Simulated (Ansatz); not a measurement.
Here is an Ansatz 0.2.0 calculation.

input.yaml

```yaml
crystal:
  lattice:
    - [4.5854715599, 0.0, 0.0]
    - [-2.29273578, 3.9711348592, 0.0]
    - [0.0, 0.0, 6.5797601]
  atoms:
    - { symbol: Mo, position: [0.5, 0.5, 0.8333333333] }
    - { symbol: Mo, position: [0.0, 0.5, 0.1666666667] }
    - { symbol: Mo, position: [0.5, 0.0, 0.5] }
    - { symbol: Si, position: [0.16387298, 0.32774596, 0.5] }
    - { symbol: Si, position: [0.67225404, 0.83612702, 0.1666666667] }
    - { symbol: Si, position: [0.83612702, 0.16387298, 0.8333333333] }
    - { symbol: Si, position: [0.83612702, 0.67225404, 0.5] }
    - { symbol: Si, position: [0.32774596, 0.16387298, 0.1666666667] }
    - { symbol: Si, position: [0.16387298, 0.83612702, 0.8333333333] }
hamiltonian:
  xc: pbesol
  pseudopotentials: { kind: paw }
kpoints:
  mp_grid: { grid: [7, 7, 4] }
scf:
  occupations: { method: fermi_dirac, width: 0.05 }
output:
  forces: true
  stress: true
  eigenvalues: true
relax:
  f_tol: 0.01
  max_steps: 40
  cell: { stress_tol: 0.05 }
```

Potentials or basis: Ansatz PAW.

Command:

```console
$ ansatz run input.yaml --threads 4 --pin off --max-ram 11264MiB --backend cpu --events-out ev --progress --plain --runs-dir out
```

Q: Estimate the band gap on the k mesh.

A: 0.26 eV, indirect (least direct gap 0.63 eV).

Q: What does it give for the relaxed volume?

A: 13.22 Å³/atom.

Q: Predict the relaxed cell.

A: a = 4.575 Å, b = 4.575 Å, c = 6.566 Å, α = 90.00°, β = 90.00°, γ = 120.00°.

The path:
```csv
step,energy change (eV),largest force (eV/Å),volume (Å³)
1,0.0000,0.0412,119.81
2,-0.0040,0.0086,118.76
3,-0.0043,0.0009,119.00
4,-0.0041,0.0009,119.00
```

Caveat: odd divisions of the mesh miss points on the zone boundary, where band edges often lie, so the gap on the mesh can be too wide; the plane-wave basis is chosen anew once the cell has moved, so the energies of steps on either side of that aren't comparable; the PAW data sets come from PBE, with cores solved anew for the run's functional, which leaves a small shift of forces and pressure. A k mesh can miss the band edges.
